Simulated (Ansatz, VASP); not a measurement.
# InSb: VASP beside Ansatz

```
In Sb
1.0
     0.00000    3.19532    3.19532
     3.19532    0.00000    3.19532
     3.19532    3.19532    0.00000
In Sb
1 1
Direct
  0.00000 0.00000 0.00000
  0.75000 0.75000 0.75000
```

Change from the starting cell: volume scaled by 0.96.

Alike in both runs: task single point; functional PBE; k mesh 9 × 9 × 9; occupations fermi-dirac, width 0.05 eV; no spin polarisation.

|  | VASP | Ansatz |
| --- | --- | --- |
| version | VASP 6.6.1 | Ansatz 0.2.0 |
| potentials or method | VASP PAW PBE potentials, release 64 (In_d, Sb), cutoff 520 eV | all-electron LAPW, scalar-relativistic |

```tsv
	VASP	Ansatz	Ansatz less VASP
pressure (GPa)	5.4	5.4	+0.03
```

Ansatz ran all-electron here, so the differences hold the error of VASP's frozen core and of both bases.

The runs have no spin-orbit coupling, so splittings on Sb are missing.
